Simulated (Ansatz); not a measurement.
## Electric field gradients in WS2

The calculation used DFT LDA, scalar-relativistic, plane waves, PAW (Ansatz 0.2.0). Plane waves to 420 eV; Γ-centred k mesh 12×12×12; fixed occupations. No spin polarisation.

Relaxed structure:
```
CELL_PARAMETERS angstrom
1.56502 0.90356 6.05787
-1.56502 0.90356 6.05787
0.00000 -1.80713 6.05787
ATOMIC_POSITIONS crystal
W 0.00066 0.00066 0.00066
S 0.24818 0.24818 0.24818
S 0.41987 0.41987 0.41987
```

The crystal is built of layers and no dispersion correction was added, so the binding between them is poorly described, and with it their spacing and whatever depends on it. Spin–orbit coupling is left out, which matters for gradients at heavy nuclei.

Give V_zz (10²¹ V/m²) and the asymmetry η at each distinct site.

## Answers

| atom | V_zz | η |
| --- | --- | --- |
| W (atom 1) | -17.58 | 0.00 |
| S (atom 2) | -4.67 | 0.00 |
| S (atom 3) | -4.43 | 0.00 |

This form isn't the usual stable structure of the compound.

Cost: 1 run of about 0.64 core-minutes, on Arm Neoverse V2 (shared hosts).